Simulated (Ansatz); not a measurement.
**C: rattling a relaxed structure**

The cell was found from a structure generator's guess, not taken from experiment.

Theory: Ansatz, DFT PBE, scalar-relativistic, plane waves, PAW. Settings: cutoff 420 eV, Γ-centred mesh 10×10×10 on the computed 6-atom cell, Gaussian smearing of 0.02 eV; no spin polarisation.

The cell below (6 atoms, space group Fdd2 (No. 43)) is relaxed within its symmetry.

```cif
data_structure
_symmetry_space_group_name_H-M 'P 1'
_symmetry_Int_Tables_number 1
_cell_length_a 5.0832
_cell_length_b 3.1524
_cell_length_c 5.0483
_cell_angle_alpha 72.475
_cell_angle_beta 36.255
_cell_angle_gamma 71.270
_cell_volume 45.18
loop_
_atom_site_label
_atom_site_type_symbol
_atom_site_fract_x
_atom_site_fract_y
_atom_site_fract_z
_atom_site_occupancy
C1 C 0.21383 0.21383 0.28617 1
C2 C 0.96383 0.96383 0.03617 1
C3 C 0.92079 0.60724 0.34440 1
C4 C 0.60724 0.92079 0.12757 1
C5 C 0.12243 0.90560 0.64276 1
C6 C 0.90560 0.12243 0.32921 1
```

For the test a repeat of it with 12 atoms (edges 3.15, 5.05, 6.30 Å) was strained at random (σ = 1.5 % a component), the atoms were moved at random (σ = 0.15 Å), and all was relaxed again on a coarse 4×4×2 mesh (in the run’s order of axes) with 0.10 eV smearing, with no symmetry imposed.

Question: Is the structure stable against such a distortion?

Answer: It doesn't return. The energy falls by 349 meV/atom on that mesh, the volume changes by 18.1 %, and the end has space group C2 (No. 5) at a loose tolerance. Relaxed again on an 8×8×6 mesh with 0.02 eV smearing, the new structure lies 346 meV/atom below the first (mesh in the axes of the run's cell; the cell below is made exact in the group named). Space group C2 (No. 5), monoclinic, a = 9.470 Å, b = 3.810 Å, c = 6.244 Å, β = 109.1°. C on a site of symmetry 1 has 4 C at 1.46–1.57 Å; C on a second site of symmetry 1 is surrounded by 4 C at 1.46–1.51 Å; around C on a third site of symmetry 1 lie 1 C at 1.33 Å and 2 C at 1.48 Å; C on a fourth site of symmetry 1 is surrounded by 1 C at 1.33 Å and 2 C at 1.46–1.51 Å; 3 more sites not described.

```
C
1.0
     4.73498   -1.90490    0.00000
     4.73498    1.90490    0.00000
    -2.04059    0.00000    5.90102
C
12
Direct
  0.97877 0.30079 0.69539
  0.94402 0.30496 0.18688
  0.69921 0.02123 0.30461
  0.69504 0.05598 0.81312
  0.28691 0.24425 0.26026
  0.39320 0.04319 0.73177
  0.69843 0.30157 0.50000
  0.67776 0.32224 0.00000
  0.68825 0.30772 0.73583
  0.69228 0.31175 0.26417
  0.95681 0.60680 0.26823
  0.75575 0.71309 0.73974
```
